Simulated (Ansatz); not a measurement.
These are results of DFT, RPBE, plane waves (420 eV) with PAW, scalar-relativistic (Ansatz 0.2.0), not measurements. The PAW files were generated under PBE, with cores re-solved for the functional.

An element in the simple cubic structure gives this curve. The cell is scaled uniformly from the relaxed one, with fractional coordinates and shape fixed. Energies are extrapolated to zero smearing, pressures are those at the given smearing. Magnetic state: spin not included.

| V (Å³/atom) | E − E₀ (meV/atom) | P (GPa) |
| --- | --- | --- |
| 16.273 | 109.8 | 18.77 |
| 17.012 | 43.3 | 10.82 |
| 17.752 | 9.1 | 4.67 |
| 18.492 | 0.0 | -0.09 |
| 19.231 | 10.2 | -3.74 |
| 19.971 | 35.2 | -6.52 |
| 20.710 | 71.3 | -8.62 |

**Question.** Which element is it?
A. rhenium
B. rhodium
C. palladium
D. germanium

**Answer.** C. Its fit is V₀ = 18.44 Å³/atom, B₀ = 105 GPa, B₀′ = 5.5.
